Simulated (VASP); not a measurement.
The system is GaN.

```xyz
4
Lattice="3.1800 0.0000 0.0000 -1.5900 2.7540 0.0000 0.0000 0.0000 5.1660" Properties=species:S:1:pos:R:3 pbc="T T T"
Ga    1.5900    0.9180    2.5830
Ga    0.0000    1.8360    0.0000
N     1.5900    0.9180    4.5203
N     0.0000    1.8360    1.9373
```

Base run:

| Property | Result |
| --- | --- |
| Program | VASP 6.6.1 |
| Functional | LAK |
| Potentials or basis | VASP PAW PBE potentials, release 64 (Ga_d, N) |
| Cutoff | 520 eV |
| k mesh | 10 × 10 × 5 |
| Occupations | fermi-dirac, width 0.05 eV |
| Spin | no spin polarisation |

Its results: band gap on the k mesh 2.79 eV, direct; pressure 8.3 GPa; largest force 0.188 eV/Å.

**Question.** The run is repeated on the same cell with these changes: functional from LAK to revPBE. What comes out?

**Answer.** Band gap on the k mesh 2.02 eV, direct; pressure 10.2 GPa; largest force 0.138 eV/Å.

LAK gives the wider gap, since meta-GGAs in the generalised Kohn-Sham scheme recover part of the derivative discontinuity.

Caveats: the PAW data sets were made with another functional, which shifts forces and pressure a little.

Not every run made on this cell is shown here.
